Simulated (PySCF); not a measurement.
Spectra and structures to be paired. Level of theory: TDDFT wB97X-D/def2-SVPD, vertical, gas phase, core orbitals frozen in the response (PySCF 2.14.0, density-fitted response routines). Geometries: GFN2-xTB; one conformer of each isolated species. Triplets are in the Tamm–Dancoff approximation. Ions are computed without counter-ions or solvent.

A. `CCCCO`
B. `[O+]#C`
C. `[SiH3]P`
D. `CS[SiH2]N`

Lowest singlet levels (six at most, fewer where fewer were computed) with oscillator strengths:

1. 230 nm (f 0.002); 196 nm (f 0.004); 193 nm (f 0.038); 179 nm (f 0.003); 171 nm (f 0.003); 170 nm (f 0.002); T1 5.13 eV
2. 169 nm (f 0.007); 147 nm (f 0.027); 141 nm (f 0.009); 140 nm (f 0.047); 137 nm (f 0.043); 133 nm (f 0.000); T1 7.09 eV
3. 126 nm (f 0.000); 121 nm (f 0.000 summed over 2 states); 104 nm (f 0.005 summed over 2 states); 84 nm (f 0.001 summed over 2 states); 82 nm (f 0.366); T1 8.14 eV
4. 184 nm (f 0.014); 181 nm (f 0.070); 174 nm (f 0.231); 163 nm (f 0.036); 161 nm (f 0.011); 146 nm (f 0.069); T1 5.95 eV

Task: Match each spectrum to its molecule.

Result: 1 = D, 2 = A, 3 = B, 4 = C.
- A: S1 at 7.34 eV, HOMO→LUMO (70%), HOMO→LUMO+1 (21%); Löwdin shares by element: HOMO oxygen 59%, carbon 26% or more, hydrogen 7% or more; LUMO hydrogen 21% or more, oxygen 17%, carbon 15% or more (atoms not listed hold the other 47%); HOMO -9.77 and LUMO 2.30 eV.
- B: S1 at 9.84 eV, HOMO-1/HOMO→LUMO/LUMO+1 (≥90%); Löwdin shares by element: HOMO (one of a set within 0.03 eV) oxygen 66%, carbon 32%; LUMO (one of a set within 0.03 eV) carbon 55%, oxygen 37%, hydrogen 8%; HOMO -25.09 and LUMO -8.03 eV; point group C∞v, 5 of its 8 listed states under f = 0.0005.
- C: S1 at 6.72 eV, HOMO→LUMO+2 (92%); Löwdin shares by element: HOMO phosphorus 66%, silicon 14%, hydrogen 14% or more; LUMO silicon 49%, phosphorus 20%, hydrogen 15% or more (atoms not listed hold the other 16%); HOMO -9.32 and LUMO 1.81 eV; point group Cs.
- D: S1 at 5.40 eV, HOMO→LUMO (85%); Löwdin shares by element: HOMO sulfur 72%, carbon 10%, silicon 9%; LUMO sulfur 31%, silicon 26%, hydrogen 15% or more (atoms not listed hold the other 29%); HOMO -8.51 and LUMO 1.50 eV.

A slash joins orbitals within 0.01 eV of each other, whose weights are summed (≥ marks a lower bound).
